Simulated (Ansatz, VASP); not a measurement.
C: VASP beside Ansatz

```
C
1.0
    -1.01269    1.02113    1.29291
     1.01269   -1.02113    1.29291
     1.01269    1.02113   -1.29291
C
1
Direct
  0.00000 0.50000 0.50000
```

Alike in both runs: task single point; functional PBE; k mesh 12 × 12 × 12; occupations gaussian, width 0.1 eV; collinear spin.

```csv
,VASP,Ansatz
version,VASP 6.6.1,Ansatz 0.2.0
potentials or method,"VASP PAW PBE potentials, release 64 (C)","scalar-relativistic, plane waves, PAW"
plane-wave cutoff (eV),520,420
valence electrons in the cell,4,4
```

|  | VASP | Ansatz | Ansatz less VASP |
| --- | --- | --- | --- |
| gap on the k mesh at the Fermi level (eV) | none | none | - |
| net moment per atom (μB) | 0.00 | 0.00 | 0.000 |

A gap of «none» marks a metal or a gap that the smearing closes. The functional is the same, so the differences come from potentials, cutoffs and numerics. Ansatz warned: «seeded_moment_not_kept».

Caveats: the k mesh is coarse (spacing up to 0.36 Å⁻¹), so the values aren't converged.
